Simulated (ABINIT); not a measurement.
Something may be wrong with this ABINIT 10.8.3 (patched build) calculation of ZnO (zincite).

Contents of run.abi:

```
# Pseudopotentials
pp_dirpath "./"
pseudos "Zn.upf, O.upf"

# Structure
acell 3*1.0
rprim
     6.1403022146     0.0000000000     0.0000000000
    -3.0701511073     5.3176577047     0.0000000000
     0.0000000000     0.0000000000     9.8373642945
ntypat 2
znucl 30 8
natom 4
typat 1 1 2 2
xcart
     1.6246540002     0.9379944241     0.0000000000
    -0.0000000002     1.8759888486     2.6028545000
    -0.0000000002     1.8759888486     4.5758702681
     1.6246540002     0.9379944241     1.9730157681 Angstrom

# Plane-wave basis
ecut 1142.878222 eV

# k points
kptopt 1
ngkpt 9 9 5
nshiftk 1
shiftk 0.0 0.0 0.0

# Exchange and correlation
ixc 11

# Bands and occupations
nband 32
occopt 3
tsmear 0.05 eV

# SCF cycle
nstep 80
tolvrs 1.0e-10
diemix 4.0
iscf 2

# Output
iomode 3
prtwf 0
prtden 0
prteig 0
prtebands 0
```

Potentials or basis: PseudoDojo NC SR PBE v0.4.1 standard.

Command:

```sh
$ abinit run.abi > log 2>&1
```

run.abo:

```text
.Version 10.8.3 of ABINIT
 Symmetries : space group P6_3 m c (#186); Bravais hP (primitive hexag.)
================================================================================
 Values of the parameters that define the memory need of the present run
     intxc =       0    ionmov =       0      iscf =       2    lmnmax =       6
     lnmax =       6     mgfft =      60  mpssoang =       3    mqgrid =    3001
     natom =       4  nloc_mem =       1    nspden =       1   nspinor =       1
    nsppol =       1      nsym =      12    n1xccc =    2501    ntypat =       2
    occopt =       3   xclevel =       2
       mpw =        4221          nfft =       77760          nkpt =          36
================================================================================
================================================================================

--------------------------------------------------------------------------------
------------- Echo of variables that govern the present computation ------------
--------------------------------------------------------------------------------
[... 84 lines left out ...]

--- !BeginCycle
iteration_state: {dtset: 1, }
solver: {iscf: 2, nstep: 80, nline: 4, wfoptalg: 0, }
tolerances: {tolvrs: 1.00E-10, }
...

     iter   Etot(hartree)      deltaE(h)  residm     vres2
 ETOT  1  -449.28289662117    -4.493E+02 4.313E-01 2.144E+03
 ETOT  2  -431.04305066158     1.824E+01 1.251E-01 9.128E+04
 ETOT  3  -112.06893424995     3.190E+02 4.629E+01 2.041E+06
 ETOT  4  -335.54567503540    -2.235E+02 1.654E+03 1.173E+07
 ETOT  5   101.65764491984     4.372E+02 4.230E+03 5.304E+07
 ETOT  6  -232.01780986053    -3.337E+02 4.239E+04 2.221E+08
 ETOT  7   413.35690565705     6.454E+02 1.768E+05 9.682E+08
 ETOT  8  -102.92982061636    -5.163E+02 1.212E+06 4.651E+09
 ETOT  9   633.15173235907     7.361E+02 7.479E+06 2.502E+10
 ETOT 10   49.121426817182    -5.840E+02 5.022E+07 1.477E+11
 ETOT 11   800.65538730998     7.515E+02 2.814E+08 9.298E+11
 ETOT 12   144.32350048041    -6.563E+02 2.075E+09 6.094E+12
 ETOT 13   879.21768340839     7.349E+02 1.424E+10 4.103E+13
 ETOT 14   218.02354568975    -6.612E+02 9.013E+10 2.819E+14
 ETOT 15   925.60562872955     7.076E+02 9.468E+11 1.970E+15
```

**Question.** Diagnose the run.

**Answer.** The run was cut off at its time limit. The input holds a flaw that was put in on purpose: mixing far too strong (diemix = 4; iscf = 2).
